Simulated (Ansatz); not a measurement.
Run this with Ansatz 0.2.0, Python API and show what comes out.

`shear.py`
```python
import ansatz as az
import numpy as np

VECTORS = np.array([
    [0.0, 2.71356, 2.71356],
    [2.71356, 0.0, 2.71356],
    [2.71356, 2.71356, 0.0],
])
SITES = [
    ("Si", (0.75, 0.75, 0.75)),
    ("Si", (0.5, 0.5, 0.5)),
]


def make_crystal(cell):
    crystal = az.Crystal(lattice=az.Lattice.of(cell))
    for symbol, position in SITES:
        crystal = crystal.atom(symbol, position)
    return crystal


def main() -> None:
    block = make_crystal(VECTORS).supercell(1, 1, 2).resolved()
    cell0 = np.array(block.lattice.vectors)
    xyz = np.array([site.position for site in block.sites]) @ cell0
    normal = np.cross(cell0[0], cell0[1])
    area = np.linalg.norm(normal)
    normal *= np.sign(normal @ cell0[2]) / area
    energies = []
    for amount in [0, 0.125, 0.25, 0.375, 0.5]:
        cell = cell0.copy()
        cell[2] += amount * (cell0[0] + cell0[1])
        moved = az.Crystal(lattice=az.Lattice.of(cell))
        for site, fraction in zip(block.sites, xyz @ np.linalg.inv(cell)):
            moved = moved.atom(site.symbol, fraction)
        calculation = moved.calculation()
        calculation = calculation.functional(az.Functional.PBE, dispersion="D4")
        calculation = calculation.occupations("fermi_dirac")
        calculation = calculation.kpoints(5, 5, 5)
        energies.append(calculation.run().report["free_energy_ev"])
        print(f"shift {amount:5.3f} of the vector: {(energies[-1] - energies[0]) / area * 16.02177:8.4f} J/m^2")


if __name__ == "__main__":
    main()
```

Running `python shear.py` prints:
```text
DeckWarning: basis.ecutwfc = 420 eV, auto-derived from the records' recommended cutoffs: set by Si (normal level)
shift 0.000 of the vector:   0.0000 J/m^2
shift 0.125 of the vector:   0.4422 J/m^2
RunWarning: dispersion: an atom stands within reach of a switch of its C6 between two reference coordination numbers of its element: through that C6 alone, e_disp changes by 0.025 eV or more while the distances to its neighbours run over a stretch of 0.05 Å that contains this geometry (sites counted from 0 in the run's list of atoms or, in a supercell that it derives, in that cell's: here a list of 4) — site 1 (Si): coordination number 3.134 (about 3.00 to 3.27 with every neighbour 0.05 Å [...]
shift 0.250 of the vector:   1.1270 J/m^2
shift 0.375 of the vector:   1.2772 J/m^2
shift 0.500 of the vector:   1.2132 J/m^2
```
(Warnings from the package without file and line, shortened, repeats left out.)

What to keep in mind:
- Dispersion corrections can be off by several per cent in the lattices of metals, and by several GPa in the pressure at a fixed cell.
- Of the deposited cell: the entry's cell lengths or inner coordinates differ somewhat from later room-temperature determinations.
- The atoms are held rigidly, so these energies lie above those of relaxed faces or faults.
- Run time: 3.3 s on 1 thread of AMD EPYC 9R45 96-Core Processor (Zen 5) (shared host), peak memory 0.41 GiB.

(Lines on the test bed's own set-up are left out of the output.)
